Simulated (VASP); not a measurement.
# Si (Fd-3m) in VASP: notebook, part 2 of 2

VASP 6.6.1. Earlier steps stand in the parts before.

### 3 Single point, PBE (grid = ENCUT=350 dk=0.9 cell=3x3x3 ISMEAR=0 SIGMA=0.05 LREAL=Auto EDIFF=1e-06)

INCAR reads:

```
PREC     = Accurate       # precision mode
ENCUT    = 350            # plane-wave cutoff, eV
EDIFF    = 1E-6           # SCF threshold, eV
ISMEAR   = 0              # smearing method
SIGMA    = 0.05           # smearing width, eV
LREAL    = Auto         
LASPH    = T              # aspherical terms in the spheres
NELM     = 120            # most SCF steps
ALGO     = Fast           # electronic algorithm
ISIF     = 2              # what is computed and relaxed
LWAVE    = F              # write WAVECAR
LCHARG   = F              # write CHGCAR
GGA      = PE             # functional
NBANDS   = 126            # bands
NCORE    = 2            
KPAR     = 1
```

KPOINTS reads:

```
Automatic mesh
0
Gamma
  1 1 1
```

POSCAR reads:

```
Si
1.0
    0.0000000000      8.1655535595      8.1655535595
    8.1655535595      0.0000000000      8.1655535595
    8.1655535595      8.1655535595      0.0000000000
Si
54
Direct
    0.1666666667      0.1666666667      0.1666666667
    0.1666666667      0.1666666667      0.5000000000
    0.1666666667      0.1666666667      0.8333333333
    0.1666666667      0.5000000000      0.1666666667
    0.1666666667      0.5000000000      0.5000000000
    0.1666666667      0.5000000000      0.8333333333
    0.1666666667      0.8333333333      0.1666666667
    0.1666666667      0.8333333333      0.5000000000
    0.1666666667      0.8333333333      0.8333333333
    0.5000000000      0.1666666667      0.1666666667
    0.5000000000      0.1666666667      0.5000000000
    0.5000000000      0.1666666667      0.8333333333
    0.5000000000      0.5000000000      0.1666666667
    0.5000000000      0.5000000000      0.5000000000
    0.5000000000      0.5000000000      0.8333333333
    0.5000000000      0.8333333333      0.1666666667
    0.5000000000      0.8333333333      0.5000000000
    0.5000000000      0.8333333333      0.8333333333
    0.8333333333      0.1666666667      0.1666666667
    0.8333333333      0.1666666667      0.5000000000
    0.8333333333      0.1666666667      0.8333333333
    0.8333333333      0.5000000000      0.1666666667
    0.8333333333      0.5000000000      0.5000000000
    0.8333333333      0.5000000000      0.8333333333
    0.8333333333      0.8333333333      0.1666666667
    0.8333333333      0.8333333333      0.5000000000
    0.8333333333      0.8333333333      0.8333333333
    0.2500000000      0.2500000000      0.2500000000
    0.2500000000      0.2500000000      0.5833333333
    0.2500000000      0.2500000000      0.9166666667
    0.2500000000      0.5833333333      0.2500000000
    0.2500000000      0.5833333333      0.5833333333
    0.2500000000      0.5833333333      0.9166666667
    0.2500000000      0.9166666667      0.2500000000
    0.2500000000      0.9166666667      0.5833333333
    0.2500000000      0.9166666667      0.9166666667
    0.5833333333      0.2500000000      0.2500000000
    0.5833333333      0.2500000000      0.5833333333
    0.5833333333      0.2500000000      0.9166666667
    0.5833333333      0.5833333333      0.2500000000
    0.5833333333      0.5833333333      0.5833333333
    0.5833333333      0.5833333333      0.9166666667
    0.5833333333      0.9166666667      0.2500000000
    0.5833333333      0.9166666667      0.5833333333
    0.5833333333      0.9166666667      0.9166666667
    0.9166666667      0.2500000000      0.2500000000
    0.9166666667      0.2500000000      0.5833333333
    0.9166666667      0.2500000000      0.9166666667
    0.9166666667      0.5833333333      0.2500000000
    0.9166666667      0.5833333333      0.5833333333
    0.9166666667      0.5833333333      0.9166666667
    0.9166666667      0.9166666667      0.2500000000
    0.9166666667      0.9166666667      0.5833333333
    0.9166666667      0.9166666667      0.9166666667
```

Potentials or basis: VASP PAW PBE potentials, release 64 (Si).

Run with:

```console
cat potpaw_PBE.64/Si/POTCAR > POTCAR
mpirun -np 4 vasp_std > vasp.out
```

OUTCAR:

```text
PREC = Accurate
   ENCUT = 350
   EDIFF = 1E-6
   ISMEAR = 0
   LREAL = Auto
   LASPH = T
   NELM = 120
   ISIF = 2
   GGA = PE

 Found      1 irreducible k-points:

 Following reciprocal coordinates:
            Coordinates               Weight
  0.000000  0.000000  0.000000      1.000000
   k-points           NKPTS =      1   k-points in BZ     NKDIM =      1   number of bands    NBANDS=    126
   number of dos      NEDOS =    301   number of ions     NIONS =     54
   total plane-waves  NPLWV = 343000
   dimension x,y,z NGX =    70 NGY =   70 NGZ =   70
   dimension x,y,z NGXF=   140 NGYF=  140 NGZF=  140
   ions per type =              54
   NGX,Y,Z   is equivalent  to a cutoff of  10.08, 10.08, 10.08 a.u.
   NGXF,Y,Z  is equivalent  to a cutoff of  20.15, 20.15, 20.15 a.u.
 SYSTEM =  unknown system
   PREC   = accura    normal or accurate (medium, high low for compatibility)
   ISTART =      0    job   : 0-new  1-cont  2-samecut
   ICHARG =      2    charge: 1-file 2-atom 10-const
   ISPIN  =      1    spin polarized calculation?
   LNONCOLLINEAR =      F non collinear calculations
   LSORBIT =      F    spin-orbit coupling
   LASPH  =      T    aspherical Exc in radial PAW
   ENCUT  =  350.0 eV  25.72 Ry    5.07 a.u.  17.62 17.62 17.62*2*pi/ulx,y,z
   NELM   =    120;   NELMIN=  2; NELMDL= -5     # of ELM steps
   EDIFF  = 0.1E-05   stopping-criterion for ELM
   LREAL  =      T    real-space projection
   EDIFFG = 0.1E-04   stopping-criterion for IOM
   NSW    =      0    number of steps for IOM
   IBRION =     -1    ionic relax: 0-MD 1-quasi-New 2-CG
   NFREE  =      0    steps in history (QN), initial steepest desc. (CG)
   ISIF   =      2    stress and relaxation
   ISYM   =      2    0-nonsym 1-usesym 2-fastsym
   POTIM  = 0.5000    time-step for ionic-motion
   TEBEG  =    0.0;   TEEND  =   0.0 temperature during run
   PSTRESS=    0.0 pullay stress
   NELECT =     216.0000    total number of electrons
   NUPDOWN=      -1.0000    fix difference up-down
   EMIN   =  10.00;   EMAX   =-10.00  energy-range for DOS
   EFERMI =   0.00;   METHOD = LEGACY
   ISMEAR =     0;   SIGMA  =   0.05  broadening in eV -4-tet -1-fermi 0-gaus
   EFERMI_NEDOS =   21; number of points for ismear=-14 and -15
   IALGO  =     68    algorithm
   IMIX   =      4    mixing-type and parameters
     AMIX     =   0.40;   BMIX     =  1.00
     AMIX_MAG =   1.60;   BMIX_MAG =  1.00
  volume/ion in A,a.u.               =      20.16       136.08
  Fermi-wavevector in a.u.,A,eV,Ry     =   0.954766  1.804247 12.402783  0.911579
  Thomas-Fermi vector in A             =   2.083543
   LORBIT       =      0    0 simple, 1 ext, 2 COOP (PROOUT), +10 PAW based schemes
   GGA     = PE    functional components
   LHFCALC =     F    Hartree Fock is set to
   AEXX    =    0.0000 exact exchange contribution
   IVDW    =     0    specifies the selected vdW correction
   LEPSILON=     F    determine dielectric tensor
   LRPA    =     F    only Hartree local field effects (RPA)
 non-spin polarized calculation
 RMM-DIIS sequential band-by-band and
 Gauss-broadening in eV      SIGMA  =   0.05
  energy-cutoff  :      350.00
  volume of cell :     1088.90
 maximum number of plane-waves:     16361
 NGX is ok and might be reduce to    70
   NGX = 35   NGY = 35   NGZ = 35

 number of electron     215.9999999 magnetization

 Free energy of the ion-electron system (eV)
  ---------------------------------------------------
  ext. energy  EPLUGINS =         0.00000000
  ---------------------------------------------------
  free energy    TOTEN  =      -276.26991239 eV

  energy without entropy =     -276.26991239  energy(sigma->0) =     -276.26991239

 E-fermi :   6.1154     XC(G=0):  -9.3133

 val. band max:        5.8627074311   @ k =   0.0000   0.0000   0.0000
 cond. band min:       6.5638534030   @ k =   0.0000   0.0000   0.0000
 fundamental gap:      0.7011459719
 Fermi energy:         6.1153826356

 k-point     1 :       0.0000    0.0000    0.0000
  band No.  band energies     occupation
      1      -6.0672      2.00000
      2      -4.6967      2.00000
      3      -4.6967      2.00000
      4      -4.6967      2.00000
      5      -4.6967      2.00000
      6      -4.6967      2.00000
[... 112 lines left out ...]
    119       7.4035      0.00000
    120       7.4076      0.00000
 [bands above 120 left out]

------------------------ aborting loop because EDIFF is reached ----------------------------------------

  FORCE on cell =-STRESS in cart. coord.  units (eV):
  Direction    XX          YY          ZZ          XY          YZ          ZX
  --------------------------------------------------------------------------------------
  -------------------------------------------------------------------------------------
  Total       21.5048528     21.5048528     21.5048528      0.0000000      0.0000000     -0.0000000
  in kB       31.6417260     31.6417260     31.6417260      0.0000000      0.0000000     -0.0000000
  external PRESSURE =      31.6417260 kB  Pullay stress =       0.0000000 kB

 VOLUME and BASIS-vectors are now :
 -----------------------------------------------------------------------------
  energy-cutoff  :      350.00
  volume of cell :     1088.90
      direct lattice vectors                 reciprocal lattice vectors
     0.000000000  8.165553559  8.165553559    -0.061232836  0.061232836  0.061232836
     8.165553559  0.000000000  8.165553559     0.061232836 -0.061232836  0.061232836
     8.165553559  8.165553559  0.000000000     0.061232836  0.061232836 -0.061232836

 POSITION                                       TOTAL-FORCE (eV/Angst)
 -----------------------------------------------------------------------------------
      2.72185      2.72185      2.72185         0.000000      0.000000      0.000000
      5.44370      5.44370      2.72185         0.000000      0.000000      0.000000
      8.16555      8.16555      2.72185         0.000000      0.000000      0.000000
      5.44370      2.72185      5.44370         0.000000      0.000000      0.000000
      8.16555      5.44370      5.44370         0.000000      0.000000      0.000000
     10.88740      8.16555      5.44370         0.000000      0.000000      0.000000
[... 46 lines left out ...]
     12.24833     12.24833     14.97018        -0.000000     -0.000000     -0.000000
     14.97018     14.97018     14.97018        -0.000000     -0.000000     -0.000000
 -----------------------------------------------------------------------------------
    total drift:                                0.000001      0.000001      0.000001

  FREE ENERGIE OF THE ION-ELECTRON SYSTEM (eV)
  ---------------------------------------------------
  free  energy   TOTEN  =      -276.2699123912 eV

  energy  without entropy=     -276.2699123912  energy(sigma->0) =     -276.26991239
```

OSZICAR:

```text
N       E                     dE             d eps       ncg     rms          rms(c)
DAV:   1     0.491741760171E+03    0.49174E+03   -0.66359E+04   252   0.104E+03
DAV:   2    -0.220878118980E+03   -0.71262E+03   -0.68217E+03   312   0.174E+02
DAV:   3    -0.280754955405E+03   -0.59877E+02   -0.58816E+02   320   0.421E+01
DAV:   4    -0.282505136416E+03   -0.17502E+01   -0.17399E+01   296   0.860E+00
DAV:   5    -0.282574082493E+03   -0.68946E-01   -0.68904E-01   328   0.155E+00    0.265E+01
RMM:   6    -0.278138073077E+03    0.44360E+01   -0.23834E+00   255   0.290E+00    0.162E+01
RMM:   7    -0.276149326373E+03    0.19887E+01   -0.62588E+00   269   0.496E+00    0.105E+00
RMM:   8    -0.276247662407E+03   -0.98336E-01   -0.65041E-01   285   0.178E+00    0.511E-01
RMM:   9    -0.276265109294E+03   -0.17447E-01   -0.12222E-01   292   0.773E-01    0.495E-01
RMM:  10    -0.276268002639E+03   -0.28933E-02   -0.17307E-02   290   0.341E-01    0.301E-01
RMM:  11    -0.276269797537E+03   -0.17949E-02   -0.76011E-03   279   0.226E-01    0.996E-02
RMM:  12    -0.276269857624E+03   -0.60087E-04   -0.14091E-03   294   0.106E-01    0.150E-01
RMM:  13    -0.276269896245E+03   -0.38621E-04   -0.26581E-04   324   0.423E-02    0.189E-01
RMM:  14    -0.276269909448E+03   -0.13203E-04   -0.63097E-05   290   0.204E-02    0.109E-01
RMM:  15    -0.276269912855E+03   -0.34069E-05   -0.22020E-05   288   0.114E-02    0.742E-02
RMM:  16    -0.276269912391E+03    0.46334E-06   -0.57369E-06   220   0.558E-03
   1 F= -.27626991E+03 E0= -.27626991E+03  d E =-.686338E-12
```

Run time: 73 s. Hardware: 4 MPI ranks of Intel Xeon Platinum 8259CL at 2.50GHz (Skylake/Cascade Lake), shared host; peak memory 0.29 GiB.

These settings aren't checked as converged: the numbers below hold their error.

Results:

* Free energy: -276.2699 eV
* Pressure: 3.2 GPa
* Band gap on the k mesh: 0.70 eV

Caveat: the k mesh is coarse (spacing up to 0.67 Å⁻¹), so the values aren't converged; an odd mesh through Γ misses points on the zone boundary, where band edges often lie.

### 4 Single point, PBE (grid = ENCUT=350 dk=0.35 cell=3x3x3 ISMEAR=0 SIGMA=0.05 LREAL=Auto EDIFF=1e-06)

INCAR reads:

```
SYSTEM = Si
PREC = Accurate
ENCUT = 350
EDIFF = 1E-6
ISMEAR = 0
SIGMA = 0.05
LREAL = Auto
LASPH = .TRUE.
NELM = 120
ALGO = Fast
ISIF = 2
LWAVE = .FALSE.
LCHARG = .FALSE.
GGA = PE
NBANDS = 126
NCORE = 1
KPAR = 2
```

KPOINTS reads:

```
regular mesh
0
G
  2 2 2
  0 0 0
```

POSCAR is that of step 3.

Run with:

```console
cat potpaw_PBE.64/Si/POTCAR > POTCAR
mpirun -np 4 vasp_std > vasp.out
```

It took 3.1 min on 4 MPI ranks of Intel Xeon Platinum 8259CL at 2.50GHz (Skylake/Cascade Lake), shared host; peak memory 0.51 GiB.

The run converged, but some of its settings lie outside the range that counts as converged, so its numbers aren't taken as properties of the crystal.

What came out:

```
Free energy            : -292.2079 eV
Pressure               : 1.3 GPa
Band gap on the k mesh : 0.72 eV
```

### 5 Single point, PBE (grid = ENCUT=350 dk=0.9 cell=3x3x3 ISMEAR=0 SIGMA=0.05 LREAL=Auto EDIFF=1e-06)

Changes to INCAR since step 4:

```diff
@@ -15,3 +15,3 @@
 NBANDS = 126
-NCORE = 1
-KPAR = 2
+NCORE = 2
+KPAR = 1
```

KPOINTS reads:

```
regular mesh
0
G
  1 1 1
  0 0 0
```

POSCAR is that of step 4.

Run with:

```console
cat potpaw_PBE.64/Si/POTCAR > POTCAR
mpirun -np 4 vasp_std > vasp.out
```

Run time: 54 s. Hardware: 4 MPI ranks of Intel Xeon Platinum 8259CL at 2.50GHz (Skylake/Cascade Lake), shared host; peak memory 0.3 GiB.

These settings aren't checked as converged: the numbers below hold their error.

What came out:

```yaml
Free_energy: -276.2699 eV
Pressure: 3.2 GPa
Band_gap_on_the_k_mesh: 0.70 eV
```

Caveat: the k mesh is coarse (spacing up to 0.67 Å⁻¹), so the values aren't converged; an odd mesh through Γ misses points on the zone boundary, where band edges often lie.
